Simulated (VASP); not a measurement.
Wanted: the native input for a VASP 6.6.1 run.

```yaml
Task: relaxation of the atoms
Functional: PBEsol
Potentials_or_basis: VASP PAW PBE potentials, release 64 (Bi_d)
Cutoff: 600 eV
k_mesh: 14 × 14 × 14
Occupations: methfessel-paxton, width 0.1 eV
Spin: no spin polarisation
Further_INCAR_settings: ALGO = Fast; EDIFF = 1e-07; IBRION = 2; EDIFFG = -0.01; NSW = 40
```

The structure of Bi lies in POSCAR:

```
Bi                                      
1.0
   -1.9427086606      1.9427086606      1.9427086606
    1.9427086606     -1.9427086606      1.9427086606
    1.9427086606      1.9427086606     -1.9427086606
  Bi            
     1
Direct
     0.0000000000000000    0.0000000000000000    0.0000000000000000
```

This isn't the form of Bi at room conditions, which is rhombohedral.

The cell isn't the ideal one: a relaxed cell with its volume scaled by 0.98.

These files were run (other wordings do the same):

INCAR

```
SYSTEM = Bi
PREC = Accurate
ENCUT = 600
EDIFF = 1E-7
ISMEAR = 1
SIGMA = 0.1
LREAL = .FALSE.
LASPH = .TRUE.
NELM = 80
ALGO = Fast
ISIF = 2
LWAVE = .FALSE.
LCHARG = .FALSE.
GGA = PS
IBRION = 2
NSW = 40
EDIFFG = -0.01
```

KPOINTS

```
regular mesh
0
G
  14 14 14
  0 0 0
```

Potentials or basis: VASP PAW PBE potentials, release 64 (Bi_d).

Run with:

```sh
$ cat potpaw_PBE.64/Bi_d/POTCAR > POTCAR
$ mpirun -np 1 vasp_std > vasp.out
```

It gave:

```
Pressure after relaxing : 1.2 GPa
Band gap on the k mesh  : none (metal or under the smearing width)
```

Caveat: the relaxation stopped at its first step, so nothing moved; the PAW data sets were made with another functional, which shifts forces and pressure a little; spin-orbit coupling is left out, which moves the levels of the heavy elements.

It took 36 s on 1 thread of Intel(R) Xeon(R) Platinum 8488C (Sapphire Rapids), with other jobs on the host, peak memory 0.18 GiB.
